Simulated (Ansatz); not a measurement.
# SnO2 monolayer (2H): phonons and vibrational spectra

Wanted: phonon frequencies of SnO2 monolayer (2H) and what follows from them.

Calculated with Ansatz 0.2.0; DFT LDA, scalar-relativistic, plane waves, PAW.

Report form: the programs' logs are mostly left out.

### 1. The structure

The cell holds 3 atoms: 1 Sn and 2 O. Its edges and angles: a = 3.320 Å, b = 3.320 Å, c = 20.000 Å, α = 90.0°, β = 90.0°, γ = 120.0°. Vacuum lies along c.

### 2. Coarse relaxation

The start is far from rest, so a relaxation with loose tolerances brings it close first.

The program solves this slab on a cell height of its own, 28.7 Å, in place of the one typed.

Contents of input.yaml:

```yaml
crystal:
  lattice:
    - [3.32, 0.0, 0.0]
    - [-1.66, 2.8752, 0.0]
    - [0.0, 0.0, 20.0]
  atoms:
    - { symbol: Sn, position: [0.333333, 0.666667, 0.5] }
    - { symbol: O, position: [0.666667, 0.333333, 0.56125] }
    - { symbol: O, position: [0.666667, 0.333333, 0.43875] }
  periodic: [true, true, false]
kpoints:
  mp_grid: { grid: [9, 9, 1] }
hamiltonian:
  xc: lda
scf:
  occupations: { method: gaussian, width: 0.1 }
output:
  forces: true
  stress: true
  eigenvalues: true
relax:
  adjacent_minimum: "off"
  f_tol: 0.05
  max_steps: 80
  cell: { stress_2d_tol: 0.02 }
```

Launch:

```console
$ ansatz run input.yaml --threads 8 --pin off --max-ram 14336MiB --backend cpu --events-out ev --progress --plain --runs-dir out
```

Run time: 9 s. Hardware: 8 threads of Arm Neoverse V2, shared host; peak memory 0.61 GiB.

Step by step:

```tsv
step	energy less that of the first step (eV)	largest force component (eV/Å)	volume (Å³)
1	0.0000	0.6959	273.96
2	-0.6318	0.6584	247.65
3	-0.6617	1.9240	222.91
4	-0.8037	0.4294	229.93
5	-0.8105	0.0922	230.66
6	-0.8112	0.0026	230.37
7*	-0.7909	0.0027	230.37
8	-0.7921	0.0002	229.64
9*	-0.7913	0.0003	229.64
```

Relaxation steps marked * repeat the geometry before them on a plane-wave basis chosen anew for their cell, so energy and pressure can jump there.

The run keeps the 12 symmetry operations that it works with, so distortions that break them were not tested.

```tsv
cell as run	before	after	change
a (Å)	3.320	3.040	-8.4 %
b (Å)	3.320	3.040	-8.4 %
```

The atoms that moved most (Å, along periodic axes as changes of fractional coordinates times the final cell, across vacuum about the mean position):

```tsv
atom	dx	dy	dz	length
O3	0.000	0.000	0.017	0.017
O2	0.000	0.000	-0.017	0.017
```

The relaxed structure:

```xyz
3
Lattice="3.0396 0.0000 0.0000 -1.5198 2.6324 0.0000 0.0000 0.0000 28.7000" Properties=species:S:1:pos:R:3
Sn    0.0000    1.7549   10.0000
O     1.5198    0.8775   11.2085
O     1.5198    0.8775    8.7915
```

This step gave:

| Property | Result |
| --- | --- |
| gap on the k-mesh | 0.6602 eV |
| direct gap on mesh | 1.426 eV |
| area per atom | 2.667 Å² |

The relaxation ends with a largest force component of 2.8e-4 eV/Å.

### 3. Relaxation

The cell and atoms are relaxed, since residual forces and stress would shift the frequencies.

Contents of input.yaml:

```yaml
crystal:
  lattice:
    - [3.0396207072, 0.0, 0.0]
    - [-1.5198103536, 2.6323887503, 0.0]
    - [0.0, 0.0, 28.7]
  atoms:
    - { symbol: Sn, position: [0.3333333333, 0.6666666667, 0.3484320557] }
    - { symbol: O, position: [0.6666666667, 0.3333333333, 0.3905383306] }
    - { symbol: O, position: [0.6666666667, 0.3333333333, 0.3063257809] }
  periodic: [true, true, false]
kpoints:
  mp_grid: { grid: [12, 12, 1] }
hamiltonian:
  xc: lda
scf:
  occupations: { method: gaussian, width: 0.02 }
output:
  forces: true
  stress: true
  eigenvalues: true
  write_density: true
  write_potential: true
  elf: true
  volumetric_format: npy
relax:
  adjacent_minimum: "off"
  f_tol: 0.005
  max_steps: 80
  cell: { stress_2d_tol: 0.02 }
```

It took 3.9 s on 8 threads; peak memory 0.56 GiB; 28 s of CPU time.

Little changed from the start: no atom moved by 0.005 Å and no cell edge by 0.1 %.

This step gave:

* gap on the k-mesh: 0.6603 eV

ELF in the ac plane at fractional y = 0.333, with atoms of O within 0.2 Å of it. It is the smooth field of the valence electrons, not physical close to the nuclei.

Ten even steps from '_' (0.00) to '@' (0.81), each cell a mean:
```
________________________________
________________________________
________________________________
________________________________
________________________________
________________________________
________________________________
________________________________
________________________________
________________________________
________________________________
________________________________
________________________________
..________..::==++**####****==--
++::......==##@@@@@@####%%@@@@%%
::::----::::::--============--::
==::......--**@@@@@@####%%@@@@##
::________..--++**##%%%%####++==
________________________________
________________________________
________________________________
________________________________
________________________________
________________________________
```
Columns run along a (3.0 Å), rows up along c (28.7 Å). Atoms in or near the plane, at fractional coordinates: O at (0.67, 0.39), O at (0.67, 0.31).

Electrostatic potential energy in the ac plane at fractional y = 0.333, with atoms of O within 0.2 Å of it. With pseudopotentials it is smooth inside the atoms' cores, unlike the true potential.

Values in eV, 24 rows by 16 columns, each cell a mean:
```
  0   0   0   0   0   0   0   0   0   0   0   0   0   0   0   0
  0   0   0   0   0   0   0   0   0   0   0   0   0   0   0   0
  0   0   0   0   0   0   0   0   0   0   0   0   0   0   0   0
  0   0   0   0   0   0   0   0   0   0   0   0   0   0   0   0
  0   0   0   0   0   0   0   0   0   0   0   0   0   0   0   0
  0   0   0   0   0   0   0   0   0   0   0   0   0   0   0   0
  0   0   0   0   0   0   0   0   0   0   0   0   0   0   0   0
  0   0   0   0   0   0   0   0   0   0   0   0   0   0   0   0
  0   0   0   0   0   0   0   0   0   0   0   0   0   0   0   0
  0   0   0   0   0   0   0   0   0   0   0   0   0   0   0   0
  0   0   0   0   0   0   0   0   0   0   0   0   0   0   0   0
  0   0   0   0   0   0   0   0   0   0   0   0   0   0   0   0
  0   0   0   0   0   0   0   0   0   0   0   0   0   0   0   0
  0   0  -1  -1   0   0   0   0  -1  -1  -1  -2  -1  -1   0   0
 -6  -6  -6  -7  -6  -6  -6 -12 -23 -26 -26 -26 -26 -24 -16  -6
-19 -23 -24 -24 -23 -20 -16 -12 -10 -10 -11 -11 -10  -9 -11 -14
 -7  -7  -8  -8  -8  -7  -7 -13 -23 -26 -26 -26 -26 -24 -17  -7
 -1  -1  -1  -1  -1  -1  -1  -1  -1  -3  -4  -5  -3  -2  -1  -1
  0   0   0   0   0   0   0   0   0   0   0   0   0   0   0   0
  0   0   0   0   0   0   0   0   0   0   0   0   0   0   0   0
  0   0   0   0   0   0   0   0   0   0   0   0   0   0   0   0
  0   0   0   0   0   0   0   0   0   0   0   0   0   0   0   0
  0   0   0   0   0   0   0   0   0   0   0   0   0   0   0   0
  0   0   0   0   0   0   0   0   0   0   0   0   0   0   0   0
```
Columns run along a (3.0 Å; values clipped at the 3rd and 97th percentile), rows up along c (28.7 Å). Atoms in or near the plane, at fractional coordinates: O at (0.67, 0.39), O at (0.67, 0.31).

Valence density in the ac plane at fractional y = 0.333, with atoms of O within 0.2 Å of it. It is the smooth field of the valence electrons, not physical close to the nuclei.

Values in e/Å³, 24 rows by 16 columns, each cell a mean:
```
0.0 0.0 0.0 0.0 0.0 0.0 0.0 0.0 0.0 0.0 0.0 0.0 0.0 0.0 0.0 0.0
0.0 0.0 0.0 0.0 0.0 0.0 0.0 0.0 0.0 0.0 0.0 0.0 0.0 0.0 0.0 0.0
0.0 0.0 0.0 0.0 0.0 0.0 0.0 0.0 0.0 0.0 0.0 0.0 0.0 0.0 0.0 0.0
0.0 0.0 0.0 0.0 0.0 0.0 0.0 0.0 0.0 0.0 0.0 0.0 0.0 0.0 0.0 0.0
0.0 0.0 0.0 0.0 0.0 0.0 0.0 0.0 0.0 0.0 0.0 0.0 0.0 0.0 0.0 0.0
0.0 0.0 0.0 0.0 0.0 0.0 0.0 0.0 0.0 0.0 0.0 0.0 0.0 0.0 0.0 0.0
0.0 0.0 0.0 0.0 0.0 0.0 0.0 0.0 0.0 0.0 0.0 0.0 0.0 0.0 0.0 0.0
0.0 0.0 0.0 0.0 0.0 0.0 0.0 0.0 0.0 0.0 0.0 0.0 0.0 0.0 0.0 0.0
0.0 0.0 0.0 0.0 0.0 0.0 0.0 0.0 0.0 0.0 0.0 0.0 0.0 0.0 0.0 0.0
0.0 0.0 0.0 0.0 0.0 0.0 0.0 0.0 0.0 0.0 0.0 0.0 0.0 0.0 0.0 0.0
0.0 0.0 0.0 0.0 0.0 0.0 0.0 0.0 0.0 0.0 0.0 0.0 0.0 0.0 0.0 0.0
0.0 0.0 0.0 0.0 0.0 0.0 0.0 0.0 0.0 0.0 0.0 0.0 0.0 0.0 0.0 0.0
0.0 0.0 0.0 0.0 0.0 0.0 0.0 0.0 0.0 0.0 0.0 0.0 0.0 0.0 0.0 0.0
0.0 0.0 0.0 0.0 0.0 0.0 0.0 0.1 0.1 0.2 0.2 0.2 0.2 0.1 0.1 0.0
0.3 0.2 0.1 0.1 0.2 0.2 0.4 0.9 1.9 3.6 5.1 5.3 4.2 2.4 1.1 0.5
0.4 0.5 0.6 0.7 0.6 0.5 0.4 0.4 0.5 0.6 0.7 0.7 0.6 0.5 0.4 0.4
0.3 0.2 0.2 0.2 0.2 0.3 0.5 0.9 2.0 3.6 5.0 5.3 4.2 2.4 1.2 0.6
0.0 0.0 0.0 0.0 0.0 0.0 0.1 0.1 0.2 0.3 0.4 0.4 0.3 0.2 0.1 0.1
0.0 0.0 0.0 0.0 0.0 0.0 0.0 0.0 0.0 0.0 0.0 0.0 0.0 0.0 0.0 0.0
0.0 0.0 0.0 0.0 0.0 0.0 0.0 0.0 0.0 0.0 0.0 0.0 0.0 0.0 0.0 0.0
0.0 0.0 0.0 0.0 0.0 0.0 0.0 0.0 0.0 0.0 0.0 0.0 0.0 0.0 0.0 0.0
0.0 0.0 0.0 0.0 0.0 0.0 0.0 0.0 0.0 0.0 0.0 0.0 0.0 0.0 0.0 0.0
0.0 0.0 0.0 0.0 0.0 0.0 0.0 0.0 0.0 0.0 0.0 0.0 0.0 0.0 0.0 0.0
0.0 0.0 0.0 0.0 0.0 0.0 0.0 0.0 0.0 0.0 0.0 0.0 0.0 0.0 0.0 0.0
```
Columns run along a (3.0 Å), rows up along c (28.7 Å). Atoms in or near the plane, at fractional coordinates: O at (0.67, 0.39), O at (0.67, 0.31).

### 4. Relaxing to small forces for the phonons

Phonons need a cell at rest on their own settings, so the relaxation is repeated with tight tolerances on forces and stress on the k mesh and occupations of the first response run.

input.yaml, the sections that differ from step 3:

```yaml
scf:
  occupations: { method: fixed }
output:
  forces: true
  stress: true
  eigenvalues: true
relax:
  adjacent_minimum: "off"
  f_tol: 0.001
  max_steps: 60
  cell: { stress_2d_tol: 0.002 }
# crystal, kpoints, hamiltonian: as in step 3
```

Run time: 5.7 s. Hardware: 8 threads; peak memory 0.58 GiB; 40 s of CPU time.

Little changed from the start: no atom moved by 0.005 Å and no cell edge by 0.1 %.

Numbers from this step:

```yaml
gap_on_the_k_mesh: 0.6614 eV
direct_gap_on_mesh: 1.427 eV
```

The largest force component left is 0.25 meV/Å, within the tolerances set.

### 5. Zone-centre response

The zone centre comes first: it holds the modes that light can see, as far as symmetry allows. The response to a homogeneous field gives the Born charges and the dielectric tensor, and its change with displacement the Raman tensors.

Contents of input.yaml:

```yaml
crystal:
  lattice:
    - [3.0393884735, 0.0, 0.0]
    - [-1.5196942368, 2.6321876301, 0.0]
    - [0.0, 0.0, 28.7]
  atoms:
    - { symbol: Sn, position: [0.3333333333, 0.6666666667, 0.3484320557] }
    - { symbol: O, position: [0.6666666667, 0.3333333333, 0.3905390016] }
    - { symbol: O, position: [0.6666666667, 0.3333333333, 0.3063251098] }
  periodic: [true, true, false]
kpoints:
  mp_grid: { grid: [12, 12, 1] }
hamiltonian:
  xc: lda
scf:
  occupations: { method: fixed }
output:
  eigenvalues: true
phonons:
  method: dfpt
  dielectric: true
  raman: true
```

Run time: 3.7 min. Hardware: 8 threads; peak memory 3 GiB; 28 min of CPU time.

Numbers from this step:

- sum-rule residual before enforcement: 2.57e-4 eV/Å²
- miss of the charge sum rule: 0.002596 e
- estimated error of the dielectric tensor: 0.004224
- estimated error of the Born charges: 0.02209 e
- point group: -6m2
- highest optical mode at the zone centre (no LO-TO term): 648.3 cm⁻¹
- lowest optical zone-centre mode: 67.99 cm⁻¹
- largest Born charge (third of the trace): 2.944 e

Without the LO-TO term. Patterns of degenerate modes are one choice out of their space. The modes at Γ (shares of kinetic energy by element, %):

```tsv
mode	frequency (cm⁻¹)	symmetry	Sn %	O %
1	0.0	acoustic	79	21
2	0.0	acoustic	79	21
3	0.0	acoustic	79	21
4	68.0	E''	0	100
5	68.0	E''	0	100
6	354.7	E'	21	79
7	354.7	E'	21	79
8	540.1	A2''	21	79
9	648.3	A1'	0	100
```

Displacements in mode 4 (68.0 cm⁻¹), the largest set to 1:
```
Sn1  0.00  0.00  0.00
O2   1.00  0.33  0.00
O3  -1.00 -0.33  0.00
```

Displacements in mode 7 (354.7 cm⁻¹), the largest set to 1:
```
Sn1 -0.27  0.00  0.00
O2   1.00  0.00  0.00
O3   1.00  0.00  0.00
```

High-frequency dielectric tensor, averaged over the cell of height 28.7 Å or as lengthened by the program, vacuum included. Tensor:

```tsv
	x	y	z
x	1.793	0	0
y	0	1.793	0
z	0	0	1.119
```

Born charge (rows field, columns displacement) (e), principal values of the symmetric part by kind of site:

```tsv
atom	atoms with these values	low	middle	high	mean
Sn1	1	0.56	4.14	4.14	2.94
O2	2	-2.07	-2.07	-0.28	-1.47
```

In full for O2:

```
-2.07  0.00  0.00
 0.00 -2.07  0.00
 0.00  0.00 -0.28
```

Transverse modes. Infrared lines, with heights relative to the strongest:

```tsv
position (cm⁻¹)	label	relative intensity
68	E''	0.0
355	E'	100
540	A2''	0.9
648	A1'	0.0
```

Activity x (w_L - w)^4 (n + 1)/w, 532 nm, 300 K; the tensors are static ones, while 532 nm light lies above the computed direct gap, where resonance would change the heights. Raman lines, with heights relative to the strongest:

```tsv
position (cm⁻¹)	label	relative intensity
68	E''	0.2
355	E'	100
540	A2''	0.0
648	A1'	96
```

Before it was imposed, the acoustic sum rule was missed by 2.6e-4 eV/Å² and the charge sum rule by 0.0026 e. Small misses are needed for a sound result but don't prove that mesh and cutoff are converged. The lowest optical mode is real, 68.0 cm⁻¹.

### 6. The dispersion

Stability and thermal properties need the whole zone. Linear response on a 6×6×1 q mesh gives force constants as far as a supercell of that size would, and the tensors from the zone-centre run are typed in so that the long-range dipole term is interpolated apart.

input.yaml, the sections that differ from step 5:

```yaml
phonons:
  method: dfpt
  qmesh: [6, 6, 1]
  temperatures: { t_max: 1000, t_step: 50 }
  qpath:
    path:
      - [0.0, 0.0, 0.0]
      - [0.5, 0.0, 0.0]
      - [0.33333333, 0.33333333, 0.0]
      - [0.0, 0.0, 0.0]
    npoints: 10
  isolated: true
  non_analytic_term:
    high_frequency_dielectric_tensor: [[1.793, 0.0, 0.0], [0.0, 1.793, 0.0], [0.0, 0.0, 1.1188]]
    born_effective_charges:
      - { species: Sn, tensor: [[4.1364, 0.0, 0.0], [0.0, 4.1364, 0.0], [0.0, 0.0, 0.559]] }
      - { species: O, tensor: [[-2.0682, 0.0, 0.0], [0.0, -2.0682, 0.0], [0.0, 0.0, -0.2795]] }
      - { species: O, tensor: [[-2.0682, 0.0, 0.0], [0.0, -2.0682, 0.0], [0.0, 0.0, -0.2795]] }
    source: "zone-centre run at this cell"
# crystal, kpoints, hamiltonian, scf, output: as in step 5
```

Run time: 4.1 min. Hardware: 8 threads; peak memory 1.6 GiB.

This step gave:

- gap on the k-mesh: 0.6613 eV
- sum-rule residual before enforcement: 1.07e-4 eV/Å²
- lowest frequency on the path: -2.076 cm⁻¹
- highest frequency on the path or at a solved wavevector: 648.3 cm⁻¹
- lowest mode on the q mesh (acoustic modes at Γ apart): 13.8 cm⁻¹

Frequencies (cm⁻¹) solved at each irreducible wavevector; negative means imaginary. Frequencies by wavevector, by row:

```tsv
q in reciprocal lattice units	star	mode 1	mode 2	mode 3	mode 4	mode 5	mode 6	mode 7	mode 8	mode 9
0 0 0	1	0	0	0	68	68	354.7	354.7	540.1	648.3
0 0.1667 0	6	13.8	82.3	127.5	150.5	232.3	362.3	503.6	504.5	647.5
0 0.3333 0	6	41.8	135.6	191.7	269.1	349.2	374.6	453.4	495	646.1
0 -0.5 0	3	57.5	153.4	214.2	319.4	379.6	389.4	425	480.9	645.2
0.1667 0.1667 0	6	27.9	145.4	207.6	229.6	317.3	382.6	466	498.1	646.4
0.1667 0.3333 0	12	51.7	189.3	267.3	291.9	370.3	405.4	428.4	476.7	644.9
0.3333 0.3333 0	2	58	241.8	277.3	344.3	346.3	415.6	443	450.3	644
```

Interpolated from a 6×6×1 q mesh, with the LO-TO term (at Γ the limit along the path; where Γ stands inside the path, tables give the limit on arrival). The phonon branches at the labelled points (cm⁻¹):

```tsv
point	branch 1	branch 2	branch 3	branch 4	branch 5	branch 6	branch 7	branch 8	branch 9
Γ	0	0	0	68	68	355	355	540	648
halfway	27	114	165	215	300	369	478	505	647
M	58	154	214	319	380	389	425	481	645
halfway	55	195	275	301	378	409	421	471	645
K	58	242	277	344	346	416	443	450	644
halfway	28	145	208	230	317	383	466	498	646
Γ	0	0	0	68	68	355	355	540	648
```

Tetrahedra on a 24×24×1 mesh, mean over bins of 10 cm-1. Interpolated from a 6×6×1 q mesh. Phonon density of states against wavenumber; read off at these points:

```tsv
wavenumber (cm⁻¹)	phonon density of states (1/cm⁻¹/cell)
-5	0.00166
15	0.0102
35	0.0137
45	0.0211
55	0.0405
65	0.00245
85	0.00497
105	0.00663
115	0.00783
135	0.0111
155	0.0185
175	0.0138
185	0.0137
205	0.0152
225	0.0150
245	0.0110
255	0.0112
275	0.0145
285	0.0236
295	0.0171
315	0.0129
325	0.00595
345	0.00632
365	0.0334
375	0.0351
385	0.0314
395	0.0124
415	0.0154
425	0.0287
435	0.0180
455	0.0119
465	0.0161
485	0.0319
505	0.0248
525	0.00273
535	0.00158
555	0
575	0
595	0
605	0
625	0
645	0.1
```

The partial phonon density of states has structure finer than the step of the table below, so its rows give means over 25 cm⁻¹, whole bins alone (the curve runs from -15.7 to 678 cm⁻¹). Peaks (cm⁻¹: height): O 381.2: 0.0317, 424.8: 0.0266, 477.2: 0.0362, 647.3: 0.0746; Sn 54.1: 0.0318, 154.4: 0.0124, 285.3: 0.0135.

Phonopy on the run's constants, 21x21x1 mesh, Gaussian sigma 5.0 cm-1. Interpolated from a 6×6×1 q mesh. The partial phonon density of states by wavenumber; means over each step; values in 1/cm⁻¹/cell:

```tsv
wavenumber (cm⁻¹)	O	Sn
0	9.8e-4	0.00394
25	0.00175	0.00982
50	0.00222	0.0227
75	0.00164	0.00367
100	0.00290	0.00342
125	0.00357	0.00562
150	0.00534	0.0104
175	0.00548	0.00852
200	0.00838	0.00690
225	0.00949	0.00563
250	0.00682	0.00447
275	0.00656	0.00944
300	0.00618	0.0103
325	0.00583	0.00268
350	0.0127	0.00112
375	0.0296	0.00326
400	0.0131	0.00125
425	0.0213	7.9e-4
450	0.0117	6.1e-4
475	0.0261	0.00167
500	0.0128	0.00197
525	0.00576	0.00122
550	2.6e-4	7.0e-5
575	0	0
600	0	0
625	0.00279	3.6e-5
650	0.0367	4.2e-4
```

Symmetry leaves 7 wavevectors to solve. The lowest mode among them, the acoustic zeros apart, lies at q = (0, 0.167, 0) and is real, 13.8 cm⁻¹.

### 7. Isotope substitution, element O, natural mass 15.999 amu

An isotope changes the mass and not the force constants, so no new electronic calculation is needed; the shifts show which modes move this element.

The same force constants with the mass of O changed from 15.999 to 17.999 u (phonopy, no LO-TO term). Both lists are sorted by frequency; levels can cross, so a row need not hold one and the same mode. Modes under 3 cm⁻¹ are left out. Isotope shifts, by row:

```tsv
q	rank	natural mass (cm⁻¹)	changed mass (cm⁻¹)
0 0 0	4	67.99	64.1
0 0 0	5	67.99	64.1
0 0 0	6	354.7	338.8
0 0 0	7	354.7	338.8
0 0 0	8	540.1	515.9
0 0 0	9	648.3	611.3
0 0.1667 0	1	13.8	13.64
0 0.1667 0	2	82.34	81.4
0 0.1667 0	3	127.5	120.2
0 0.1667 0	4	150.5	148.7
0 0.1667 0	5	232.3	219.4
0 0.1667 0	6	362.3	345.5
0 0.1667 0	7	503.6	479.4
0 0.1667 0	8	504.5	481.3
0 0.1667 0	9	647.5	610.6
0 0.3333 0	1	41.8	41.52
0 0.3333 0	2	135.6	134.4
0 0.3333 0	3	191.7	180.8
0 0.3333 0	4	269.1	267
0 0.3333 0	5	349.2	330.2
0 0.3333 0	6	374.6	356.2
0 0.3333 0	7	453.4	429.1
0 0.3333 0	8	495	469.9
0 0.3333 0	9	646.1	609.6
0 -0.5 0	1	57.51	57.31
0 -0.5 0	2	153.4	152.3
0 -0.5 0	3	214.2	201.9
0 -0.5 0	4	319.4	319
0 -0.5 0	5	379.6	360.7
0 -0.5 0	6	389.4	367.8
0 -0.5 0	7	425	401.3
0 -0.5 0	8	480.9	453.4
0 -0.5 0	9	645.2	608.9
```

A mode of this element alone would shift by -5.72 %. The highest zone-centre frequency without the field goes from 648.3 to 611.3 cm⁻¹ (-5.7 %). The product of the frequency ratios over all optical modes at Γ is 0.730; the product rule, (m/m′)^(3k/2) (M′/M)^(3/2) with k = 2 such atoms and M the mass of the cell, gives 0.730.

### 8. Isotope substitution, element Sn, natural mass 118.71 amu

The same for Sn, from 118.71 to 123.91 u.

A mode of this element alone would shift by -2.12 %. The highest zone-centre frequency without the field goes from 648.3 to 648.3 cm⁻¹ (+0.0 %). The product of the frequency ratios over all optical modes at Γ is 0.987; the product rule, (m/m′)^(3k/2) (M′/M)^(3/2) with k = 1 such atoms and M the mass of the cell, gives 0.987.

### 9. What came out

| Property | Result |
| --- | --- |
| space group after relaxation (within 0.01 Å) | P-6m2 |
| area per atom | 2.67 Å² |
| gap on the k-mesh | 0.661 eV |
| highest optical mode at the zone centre (no LO-TO term) | 648 cm⁻¹ |
| lowest optical zone-centre mode | 68.0 cm⁻¹ |
| largest Born charge (third of the trace) | 2.94 e |
| lowest mode on the q mesh (acoustic modes at Γ apart) | 13.8 cm⁻¹ |
| highest frequency on the path or at a solved wavevector | 648 cm⁻¹ |
| imaginary modes on the 6×6×1 q mesh | none |

In words: The structure is a minimum as far as tested: no mode is imaginary at the 7 irreducible wavevectors of the 6×6×1 mesh, and the softest away from the acoustic zeros lies at 14 cm⁻¹. Without the field, the optical modes at Γ span 68 to 648 cm⁻¹. The highest mode in this list at Γ, 648.3 cm⁻¹, is mostly motion of O (100 % of the kinetic energy). The strongest infrared line is at 355 cm⁻¹. Averaged over orientations, the strongest Raman line at 532 nm and 300 K is at 355 cm⁻¹. The tensors are the static, non-resonant ones, while 532 nm light (2.33 eV) lies above the computed gap. In a sheet or slab the interpolated bending branch near Γ is rough, since the rotational sum rule isn't imposed. Dielectric tensors refer to the cell with its vacuum. Spin-orbit coupling is left out, which can matter for the heavy elements here. The starting cell was built on a prototype and not taken from a measurement. These are harmonic frequencies at zero temperature: anharmonic shifts, linewidths and thermal expansion are left out.

[Logs are printed without paths, hosts, clocks, repeated set-up lines and the standing remarks that a program may print on its own settings, such as how far it seeks lower states.]

[Hosts, paths, dates, database ids (printed as entryN), source tags and the programs' standing remarks are cut or masked in the printed files.]
